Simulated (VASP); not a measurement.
# Al (Fm-3m) in VASP: single point with PBEsol

Aim: the single point of Al with PBEsol.

All numbers are computed with VASP 6.6.1; they aren't measurements. Logs are shortened: lines on timing, memory, paths and dates and some standing lists are left out, and cuts for length are marked.

## 1. The structure

Symmetry: Fm-3m, No. 225, cubic system. Conventional cell: a = 4.016 Å, b = 4.016 Å, c = 4.016 Å, α = 90.00°, β = 90.00°, γ = 90.00°. Al (site symmetry m-3m) has 12 Al at 2.84 Å as nearest neighbours.

## 2. Single point, PBEsol, non-collinear spin, zero start, spin-orbit coupling

Contents of INCAR:

```
ALGO     = Normal         # electronic algorithm
EDIFF    = 1E-7           # SCF threshold, eV
ENCUT    = 520            # plane-wave cutoff, eV
GGA      = PS             # functional
GGA_COMPAT= False        
ISIF     = 2              # what is computed and relaxed
ISMEAR   = 0              # smearing method
LASPH    = True           # aspherical terms in the spheres
LCHARG   = False          # write CHGCAR
LORBIT   = 11             # projections on sites
LREAL    = False          # projectors in reciprocal space
LSORBIT  = True           # spin-orbit coupling
LWAVE    = False          # write WAVECAR
MAGMOM   = 0 0 0          # initial moments
NELM     = 100            # most SCF steps
PREC     = Accurate       # precision mode
SIGMA    = 0.1            # smearing width, eV
```

Contents of KPOINTS:

```
k-points
0
Gamma
  18 18 18
```

Contents of POSCAR:

```
Al
1.0
    0.0000000000      2.0080400000      2.0080400000
    2.0080400000      0.0000000000      2.0080400000
    2.0080400000      2.0080400000      0.0000000000
Al
1
Direct
    0.0000000000      0.0000000000      0.0000000000
```

Potentials or basis: VASP PAW PBE potentials, release 64 (Al).

On the command line:

```sh
$ cat potpaw_PBE.64/Al/POTCAR > POTCAR
$ mpirun -np 1 vasp_ncl > vasp.out
```

OUTCAR:

```text
EDIFF = 1E-7
   ENCUT = 520
   GGA = PS
   ISIF = 2
   ISMEAR = 0
   LASPH = True
   LORBIT = 11
   LREAL = False
   LSORBIT = True
   NELM = 100
   PREC = Accurate

 ion  position               nearest neighbor table
   1  0.000  0.000  0.000-

  LATTYP: Found a face centered cubic cell.
 ALAT       =     4.0160800000

  Lattice vectors:

 A1 = (   0.0000000000,   2.0080400000,   2.0080400000)
 A2 = (   2.0080400000,   0.0000000000,   2.0080400000)
 A3 = (   2.0080400000,   2.0080400000,   0.0000000000)

Analysis of symmetry for initial positions (statically):
=====================================================================
 Subroutine PRICEL returns:
 Original cell was already a primitive cell.

 Routine SETGRP: Setting up the symmetry group for a
 face centered cubic supercell.

 Subroutine GETGRP returns: Found 48 space group operations
 (whereof 48 operations were pure point group operations)
 out of a pool of 48 trial point group operations.

The static configuration has the point symmetry O_h .

Analysis of symmetry for dynamics (positions and initial velocities):
=====================================================================
 Subroutine PRICEL returns:
 Original cell was already a primitive cell.

 Routine SETGRP: Setting up the symmetry group for a
 face centered cubic supercell.

 Subroutine GETGRP returns: Found 48 space group operations
 (whereof 48 operations were pure point group operations)
 out of a pool of 48 trial point group operations.

The dynamic configuration has the point symmetry O_h .

Analysis of structural, dynamic, and magnetic symmetry:
=====================================================================
 Subroutine PRICEL returns:
 Original cell was already a primitive cell.

 Routine SETGRP: Setting up the symmetry group for a
 face centered cubic supercell.

 Subroutine GETGRP returns: Found 48 space group operations
 (whereof 48 operations were pure point group operations)
 out of a pool of 48 trial point group operations.

The overall configuration has the point symmetry O_h .

[... 139 lines left out ...]

 Free energy of the ion-electron system (eV)
  ---------------------------------------------------
  ext. energy  EPLUGINS =         0.00000000
  ---------------------------------------------------
  free energy    TOTEN  =        -4.09073482 eV

  energy without entropy =       -4.08774738  energy(sigma->0) =       -4.08924110

 E-fermi :   8.1368     XC(G=0): -10.3253

 val. band max:        8.1226725819   @ k =  -0.2778   0.2778   0.0556
 cond. band min:       8.1455444614   @ k =  -0.4444   0.3333   0.1111
 fundamental gap:      0.0228718796
 Fermi energy:         8.1367604787

 k-point     1 :       0.0000    0.0000    0.0000
  band No.  band energies     occupation
      1      -3.1135      1.00000
      2      -3.1135      1.00000
      3      20.8452      0.00000
      4      20.8452      0.00000
      5      20.8452      0.00000
      6      20.8452      0.00000
      7      20.8452      0.00000
      8      20.8452      0.00000
      9      22.4445      0.00000
     10      22.4779      0.00000
[... 287 lines left out ...]
 k-point    24 :      -0.2222    0.0556    0.0000
  band No.  band energies     occupation
      1      -1.4527      1.00000
      2      -1.4527      1.00000
      3      12.0226      0.00000
      4      12.0226      0.00000
      5      17.5328      0.00000
      6      17.5328      0.00000
      7      20.4105      0.00000
      8      20.4105      0.00000
      9      22.1686      0.00000
     10      22.1686      0.00000

 [... further k-points ...]

------------------------ aborting loop because EDIFF is reached ----------------------------------------

  FORCE on cell =-STRESS in cart. coord.  units (eV):
  Direction    XX          YY          ZZ          XY          YZ          ZX
  --------------------------------------------------------------------------------------
  -------------------------------------------------------------------------------------
  Total       -0.0001292     -0.0001292     -0.0001292     -0.0000000      0.0000000      0.0000000
  in kB       -0.0127823     -0.0127823     -0.0127823     -0.0000000      0.0000000      0.0000000
  external PRESSURE =      -0.0127823 kB  Pullay stress =       0.0000000 kB

 VOLUME and BASIS-vectors are now :
 -----------------------------------------------------------------------------
  energy-cutoff  :      520.00
  volume of cell :       16.19
      direct lattice vectors                 reciprocal lattice vectors
     0.000000000  2.008040000  2.008040000    -0.248999024  0.248999024  0.248999024
     2.008040000  0.000000000  2.008040000     0.248999024 -0.248999024  0.248999024
     2.008040000  2.008040000  0.000000000     0.248999024  0.248999024 -0.248999024

 POSITION                                       TOTAL-FORCE (eV/Angst)
 -----------------------------------------------------------------------------------
      0.00000      0.00000      0.00000         0.000000      0.000000     -0.000000
 -----------------------------------------------------------------------------------
    total drift:                                0.000000      0.000000     -0.000000

  FREE ENERGIE OF THE ION-ELECTRON SYSTEM (eV)
  ---------------------------------------------------
  free  energy   TOTEN  =        -4.0907348246 eV

  energy  without entropy=       -4.0877473826  energy(sigma->0) =       -4.08924110

 Spin-Orbit-Coupling matrix elements

 Ion:    1  E_soc:     -0.0001108
 l=   1
     0.0000000    -0.0000185    -0.0000185
    -0.0000185     0.0000000    -0.0000185
    -0.0000185    -0.0000185     0.0000000
 l=   2
     0.0000000     0.0000000     0.0000000     0.0000000     0.0000000
     0.0000000     0.0000000     0.0000000     0.0000000     0.0000000
     0.0000000     0.0000000     0.0000000     0.0000000     0.0000000
     0.0000000     0.0000000     0.0000000     0.0000000     0.0000000
     0.0000000     0.0000000     0.0000000     0.0000000     0.0000000
 l=   3
     0.0000000     0.0000000     0.0000000     0.0000000     0.0000000     0.0000000     0.0000000
     0.0000000     0.0000000     0.0000000     0.0000000     0.0000000     0.0000000     0.0000000
     0.0000000     0.0000000     0.0000000     0.0000000     0.0000000     0.0000000     0.0000000
     0.0000000     0.0000000     0.0000000     0.0000000     0.0000000     0.0000000     0.0000000
     0.0000000     0.0000000     0.0000000     0.0000000     0.0000000     0.0000000     0.0000000
     0.0000000     0.0000000     0.0000000     0.0000000     0.0000000     0.0000000     0.0000000
     0.0000000     0.0000000     0.0000000     0.0000000     0.0000000     0.0000000     0.0000000

 total charge

# of ion       s       p       d       tot
------------------------------------------
    1        0.428   0.347   0.000   0.775

 magnetization (x)

# of ion       s       p       d       tot
------------------------------------------
    1        0.000   0.000   0.000   0.000

 magnetization (y)

# of ion       s       p       d       tot
------------------------------------------
    1       -0.000   0.000   0.000   0.000

 magnetization (z)

# of ion       s       p       d       tot
------------------------------------------
    1       -0.000   0.000   0.000  -0.000
```

stdout:

```text
POSCAR found type information on POSCAR Al
 POSCAR found :  1 types and       1 ions
 scaLAPACK will be used
 -----------------------------------------------------------------------------
|                                                                             |
|                                                                             |
|     You enforced a specific xc type in the INCAR file but a different       |
|     I HOPE YOU KNOW WHAT YOU ARE DOING!                                     |
|                                                                             |
 -----------------------------------------------------------------------------

 LDA part: xc-table for (Slater+PW92), standard interpolation
 POSCAR, INCAR and KPOINTS ok, starting setup
 FFT: planning ... GRIDC
 FFT: planning ... GRID_SOFT
 FFT: planning ... GRID
 WAVECAR not read
 entering main loop
```

It took 22 s on 1 thread of Intel Xeon 6975P-C (Granite Rapids), shared host; peak memory 0.21 GiB.

Results:

```
Free energy                                           : -4.0907 eV
Pressure                                              : 0.0 GPa
Net moment                                            : 0.00 μB per cell
Valence electrons inside the program's atomic spheres : Al 0.78
```

Moments on the atoms (μB; x, y, z):
```
Al  0.00 0.00 0.00
```

Caveat: the PAW data sets were made with another functional, which shifts forces and pressure a little.
